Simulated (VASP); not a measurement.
Crystal: SnO2.

```
Sn O
1.0
     4.73800    0.00000    0.00000
     0.00000    4.73800    0.00000
     0.00000    0.00000    3.18650
Sn O
2 4
Direct
  0.00000 0.00000 0.00000
  0.50000 0.50000 0.50000
  0.30710 0.30710 0.00000
  0.19290 0.80710 0.50000
  0.69290 0.69290 0.00000
  0.80710 0.19290 0.50000
```

- Program: VASP 6.6.1
- Task: relaxation of cell and atoms
- Functional: PBEsol
- Potentials or basis: VASP PAW PBE potentials, release 64 (Sn_d, O)
- Cutoff: 600 eV
- k mesh: 6 × 6 × 8
- Occupations: gaussian, width 0.03 eV
- Spin: no spin polarisation

At the start: pressure 5.2 GPa; volume 11.92 Å³/atom.

**Question.** Where does the relaxation end?

**Answer.** Over 5 steps the energy falls by 5.0 meV/atom and the volume is 12.20 Å³/atom (+2.3 %); space group P4_2/mnm (No. 136, to 0.05 Å).

Step by step:
| step | energy change (eV) | largest force (eV/Å) | pressure (GPa) | volume (Å³) |
| --- | --- | --- | --- | --- |
| 1 | 0.0000 | 0.2277 | 5.24 | 71.53 |
| 2 | 0.0238 | 0.2179 | -6.26 | 75.64 |
| 3 | -0.0302 | 0.0171 | -0.05 | 73.24 |
| 4 | -0.0302 | 0.0212 | 0.10 | 73.21 |
| 5 | -0.0302 | 0.0080 | 0.05 | 73.21 |

Final structure:
```cif
data_structure
_symmetry_space_group_name_H-M 'P 1'
_symmetry_Int_Tables_number 1
_cell_length_a 4.7706
_cell_length_b 4.7706
_cell_length_c 3.2166
_cell_angle_alpha 90.000
_cell_angle_beta 90.000
_cell_angle_gamma 90.000
_cell_volume 73.21
loop_
_atom_site_label
_atom_site_type_symbol
_atom_site_fract_x
_atom_site_fract_y
_atom_site_fract_z
_atom_site_occupancy
Sn1 Sn 0.00000 0.00000 0.00000 1
Sn2 Sn 0.50000 0.50000 0.50000 1
O1 O 0.30630 0.30630 0.00000 1
O2 O 0.19370 0.80630 0.50000 1
O3 O 0.69370 0.69370 0.00000 1
O4 O 0.80630 0.19370 0.50000 1
```

Caveat: the PAW data sets were made with another functional, which shifts forces and pressure a little.
